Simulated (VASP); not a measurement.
## Hf: relaxation of cell and atoms with LDA

Hf:

```xyz
2
Lattice="3.1191 0.0000 0.0000 -1.5596 2.7013 0.0000 0.0000 0.0000 4.9440" Properties=species:S:1:pos:R:3 pbc="T T T"
Hf    0.0000    1.8008    1.2360
Hf    1.5596    0.9004    3.7080
```

* Program: VASP 6.6.1
* Task: relaxation of cell and atoms
* Functional: LDA
* Potentials or basis: VASP PAW LDA potentials, release 64 (Hf_pv)
* Cutoff: 600 eV
* k mesh: 15 × 15 × 7
* Occupations: methfessel-paxton, width 0.1 eV
* Spin: no spin polarisation
* Further INCAR settings: ALGO = Normal; EDIFF = 1e-07; IBRION = 2; EDIFFG = -0.005; NSW = 90; ISIF = 3

The pressure after relaxing is 0.0 GPa and the band gap on the k mesh is none (metal or under the smearing width).

Final structure:
```cif
data_structure
_symmetry_space_group_name_H-M 'P 1'
_symmetry_Int_Tables_number 1
_cell_length_a 3.1191
_cell_length_b 3.1191
_cell_length_c 4.9440
_cell_angle_alpha 90.000
_cell_angle_beta 90.000
_cell_angle_gamma 120.000
_cell_volume 41.66
loop_
_atom_site_label
_atom_site_type_symbol
_atom_site_fract_x
_atom_site_fract_y
_atom_site_fract_z
_atom_site_occupancy
Hf1 Hf 0.33333 0.66667 0.25000 1
Hf2 Hf 0.66667 0.33333 0.75000 1
```

Levels at points of the mesh, in eV from the Fermi level:
| k point | band 6 | band 7 | band 8 | band 9 | band 10 | band 11 | band 12 | band 13 | band 14 |
| --- | --- | --- | --- | --- | --- | --- | --- | --- | --- |
| (0.00, 0.00, 0.00) | -29.80 | -7.56 | -3.95 | 1.05 | 1.12 | 1.12 | 1.40 | 2.00 | 2.00 |

Wall time 74 s on 1 thread of AMD EPYC 7R13 Processor (Zen 3), on a shared host, peak memory 0.17 GiB.

Caveat: the relaxation stopped at its first step, so nothing moved. The run has no spin-orbit coupling, so splittings on Hf are missing.
